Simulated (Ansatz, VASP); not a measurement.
**GaN in VASP and in Ansatz**

INCAR

```
SYSTEM = GaN
ALGO = Normal
EDIFF = 1E-7
ENCUT = 520
ISIF = 2
ISMEAR = -1
LASPH = .True.
LCHARG = .False.
LREAL = .False.
LWAVE = .False.
NBANDS = 16
NELM = 80
PREC = Accurate
SIGMA = 0.05
```

The input KPOINTS:

```
k-points
0
Gamma
  11 11 11
  0 0 0
```

File POSCAR:

```
GaN
1.0
    0.0000000000      2.1352350000      2.1352350000
    2.1352350000      0.0000000000      2.1352350000
    2.1352350000      2.1352350000      0.0000000000
Ga N
1 1
Direct
    0.0000000000      0.0000000000      0.0000000000
    0.5000000000      0.5000000000      0.5000000000
```

Contents of input.yaml:

```yaml
crystal:
  lattice:
    - [0.0, 2.135235, 2.135235]
    - [2.135235, 0.0, 2.135235]
    - [2.135235, 2.135235, 0.0]
  atoms:
    - { symbol: Ga, position: [0.0, 0.0, 0.0] }
    - { symbol: "N", position: [0.5, 0.5, 0.5] }
kpoints:
  mp_grid: { grid: [11, 11, 11] }
scf:
  occupations: { method: fermi_dirac, width: 0.05 }
hamiltonian:
  xc: lda
  pseudopotentials: { kind: all_electron, lapw: { basis_error: 0.001 } }
output:
  forces: true
  stress: true
  eigenvalues: true
```

Alike in both runs: task single point; functional LDA; k mesh 11 × 11 × 11; occupations fermi-dirac, width 0.05 eV; no spin polarisation.

```csv
,VASP,Ansatz
version,VASP 6.6.1,Ansatz 0.2.0
potentials or method,"VASP PAW LDA potentials, release 64 (Ga_d, N)","all-electron LAPW, scalar-relativistic"
plane-wave cutoff (eV),520,see its input
```

|  | VASP | Ansatz | Ansatz less VASP |
| --- | --- | --- | --- |
| gap on the k mesh at the Fermi level (eV) | 0.36 | 0.34 | -0.026 |
| least direct gap on the mesh (eV) | 2.45 | 2.42 | -0.024 |
| pressure (GPa) | -12.5 | -13.5 | -0.92 |

Ansatz ran all-electron here, so the differences hold the error of VASP's frozen core and of both bases.

Caveats: an odd mesh through Γ misses points on the zone boundary, where band edges often lie.
